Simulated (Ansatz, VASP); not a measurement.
# Two plane-wave programs on BeTe

```xyz
2
Lattice="0.0000 2.7700 2.7700 2.7700 0.0000 2.7700 2.7700 2.7700 0.0000" Properties=species:S:1:pos:R:3 pbc="T T T"
Be    0.0000    0.0000    0.0000
Te    1.3850    1.3850    1.3850
```

Alike in both runs: task single point; functional PBE; k mesh 8 × 8 × 8; occupations gaussian, width 0.02 eV; no spin polarisation.

|  | VASP | Ansatz |
| --- | --- | --- |
| version | VASP 6.6.1 | Ansatz 0.2.0 |
| potentials or method | VASP PAW PBE potentials, release 64 (Be, Te) | scalar-relativistic, plane waves, PAW |
| plane-wave cutoff (eV) | 520 | 420 |
| valence electrons in the cell | 8 | 18 |

```tsv
	VASP	Ansatz	Ansatz less VASP
gap on the k mesh at the Fermi level (eV)	1.85	1.86	+0.016
least direct gap on the mesh (eV)	3.56	3.59	+0.022
pressure (GPa)	4.5	4.3	-0.18
```

With one functional, cell and mesh, what is left measures potentials, basis and numerics. The two sets of potentials don't hold the same shells in valence.

Caveats: spin-orbit coupling is left out, which moves the levels of the heavy elements. A k mesh can miss the band edges.
